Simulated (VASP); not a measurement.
A run of VASP 6.6.1:

Contents of INCAR:

```
PREC = Accurate
ENCUT = 520
EDIFF = 1E-7
ISMEAR = -1
SIGMA = 0.05
LREAL = F
LASPH = T
NELM = 150
ALGO = Normal
ISIF = 2
LWAVE = F
LCHARG = F
ISPIN = 2
MAGMOM = 7
LORBIT = 11
LMAXMIX = 6
GGA = PE
NBANDS = 19
```

File KPOINTS:

```
Automatic mesh
0
Gamma
  9 9 9
```

POSCAR

```
Gd
1.0
   -2.0250000000      2.0250000000      2.0250000000
    2.0250000000     -2.0250000000      2.0250000000
    2.0250000000      2.0250000000     -2.0250000000
Gd
1
Direct
    0.0000000000      0.0000000000      0.0000000000
```

Potentials or basis: VASP PAW PBE potentials, release 64 (Gd).

Command:

```bash
$ cat potpaw_PBE.64/Gd/POTCAR > POTCAR
$ mpirun -np 1 vasp_std > vasp.out
```

Hardware: 1 thread of Intel(R) Xeon(R) Platinum 8488C (Sapphire Rapids), on a shared host.

How long does it take, and how much memory?

It took 120 s on 1 thread of Intel(R) Xeon(R) Platinum 8488C (Sapphire Rapids), with other jobs on the host, peak memory 0.2 GiB. Counts: scf iterations 33, k points 35.
